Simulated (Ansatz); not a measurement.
Runs of Ansatz 0.2.0 on Si. It takes space group P6_422 (No. 181, hexagonal). Conventional cell: a = 3.906 Å, b = 3.906 Å, c = 4.117 Å, α = 90.00°, β = 90.00°, γ = 120.00°. Si (site symmetry 222) has 4 Si at 2.39 Å as nearest neighbours. The cell was built by a generator and needn't be a form met in nature.

```csv
screening (1/Å),share of exact exchange,gap on the mesh (eV),pressure (GPa)
0.2,0.25,0.25,-2.1
0.2,0.1,(c),-1.1
0.3,0.25,(a),-1.9
0.2,0.5,0.82,-3.8
0.2,0.2,(b),-1.8
```

Alike in all rows: task single point; level HSE06 form with a typed share of exact exchange; potentials or basis Ansatz PAW; no spin polarisation; cell as given; k mesh 4 × 4 × 4; cutoff (eV) 420; smearing fermi-dirac 0.05 eV; the mesh is coarse, so values aren't converged.

**Question.** Fill in the values left out.

**Answer.** (a) 0.12; (b) 0.14; (c) none.

Caveats: all runs use coarse meshes; the PAW data sets come from PBE, with cores solved anew for the run's functional, which leaves a small shift of forces and pressure; the thresholds are loose for stress.

A k mesh can miss the band edges.
